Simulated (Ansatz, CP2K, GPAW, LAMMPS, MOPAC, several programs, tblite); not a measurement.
## KCl (Pm-3m) from semi-empirical methods to plane-wave DFT

KCl (started from an entry of an open crystallographic database), relaxed with r2SCAN in Ansatz, was computed with several methods. Space group Pm-3m (No. 221), cubic; a = 3.771 Å in the conventional setting, 26.81 Å³ an atom. K is surrounded by 8 Cl at 3.27 Å; Cl is surrounded by 8 K at 3.27 Å. The values are computed, spin-unpolarised, and not measurements.

Space group Pm-3m (No. 221). a = 3.771 Å, b = 3.771 Å, c = 3.771 Å, α = 90.00°, β = 90.00°, γ = 90.00°
```csv
atom,site,symmetry,x,y,z
K,1a,m-3m,0.0000,0.0000,0.0000
Cl,1b,m-3m,0.5000,0.5000,0.5000
```

Gaps and times are for a single point on this cell; volume and bulk modulus come from each method's own relaxation or energy curve at fixed shape. Times are rough, from shared hosts (Arm Neoverse V1), and each method has its own mesh and cell size. GFN1-xTB (tblite): levels, charges or heat of formation failed a check of plausibility, so no values are given. A star marks a curve whose lowest point is an end point. PM6 (MOPAC), PM7 (MOPAC), GFN1-xTB (tblite), GFN2-xTB (tblite) treat a cluster of cells at its zone centre, which samples few k points: where these miss a band edge, the gap comes out too large for that reason alone. Gaps from k meshes are read at a limited set of points (mesh, symmetry points, PBE's band edges), so each method's own least gap may be somewhat smaller. Force fields have no electrons; where one was fitted to this phase, its volume and modulus reflect the fit. xTB and the PM methods were fitted mostly to molecules, and can miss a solid's gap by electronvolts. Minimal bases can be far off for gaps. GLLB-SC's gap includes the derivative discontinuity. d marks a direct gap, i an indirect one (no mark: not told apart), a dash a value that wasn't computed or didn't pass its checks.

```
                          method              kind  gap (eV)  own volume (Å³/atom)  bulk modulus (GPa)  atoms computed  processor time
             ffield.eim (LAMMPS)       force field         –                     –                   –               2          0.12 s
light PBE (260 eV, its own mesh)  light plane-wave    5.04 i                     –                   –               2          0.57 s
                             PBE         semilocal    5.03 i                 28.20                  19               2           1.9 s
               GFN1-xTB (tblite)     tight binding         –                     –                   –              54           2.8 s
                     PM7 (MOPAC)    semi-empirical     12.26                     –                   –              54           3.5 s
                     PM6 (MOPAC)    semi-empirical     10.33                     –                   –              54           3.9 s
               GFN2-xTB (tblite)     tight binding      3.72                     –                   –              54           4.2 s
                          r2SCAN         semilocal    5.80 i                 26.81                  23               2           4.8 s
                  PBE/SZV (CP2K)       small basis    4.03 i                29.68*                   –               2             5 s
                  GLLB-SC (GPAW)   model potential      9.36                     –                   –               2           6.5 s
                 PBE/DZVP (CP2K)       small basis    5.05 i                 28.21                  19               2            10 s
          PBE/single zeta (GPAW)       small basis    4.53 i                     –                   –               2            23 s
```

Against r2SCAN (5.80 eV) the nearest gap at the points sampled is that of PBE/DZVP (CP2K) (-0.75 eV) and the farthest that of PM7 (MOPAC) (+6.45 eV). r2SCAN is only a yardstick of convenience: semilocal gaps usually lie below measured ones, which GLLB-SC and hybrids aim to mend.

Volumes against r2SCAN's: PBE +5.2 %, PBE/DZVP (CP2K) +5.2 %.
